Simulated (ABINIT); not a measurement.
Crystal: Ir.

```
Ir
1.0
     2.75138    0.00000    0.00000
    -1.37569    2.38276    0.00000
     0.00000    0.00000    4.46229
Ir
2
Direct
  0.33333 0.66667 0.25000
  0.66667 0.33333 0.75000
```

This isn't the form of Ir at room conditions, which is fcc.

| Quantity | Value |
| --- | --- |
| Program | ABINIT 10.8.3 (patched build) |
| Task | single point |
| Functional | PBE |
| Potentials or basis | JTH PAW PBE v2.0 |
| Cutoff | 435 eV |
| k mesh | 11 × 11 × 6 |
| Occupations | fermi-dirac, width 0.05 eV |
| Spin | no spin polarisation |

On this cell: pressure -1.6 GPa; largest force under 0.003 eV/Å; band gap on the k mesh none (metal or under the smearing width).

The same run follows on a disturbed copy (atoms moved at random, drawn with an rms of 0.05 Å):

```
Ir
1.0
     2.75138    0.00000    0.00000
    -1.37569    2.38276    0.00000
     0.00000    0.00000    4.46229
Ir
2
Direct
  0.34445 0.66132 0.25713
  0.64903 0.34504 0.74650
```

Task: What does the disturbed cell give?

Result: The energy (extrapolated to zero smearing) moves by +20.9 meV/atom; pressure -0.7 GPa; largest force 0.796 eV/Å; band gap on the k mesh none (metal or under the smearing width).

Forces in eV/Å, atoms in the order of the input:
```
Ir  -0.494  0.205 -0.589
Ir   0.494 -0.205  0.589
```

Stress tensor (GPa, compression positive):
```
-0.59 -0.77  1.20
-0.77 -1.33 -0.53
 1.20 -0.53 -0.28
```

Caveats: the atomic spheres overlap (some runs).
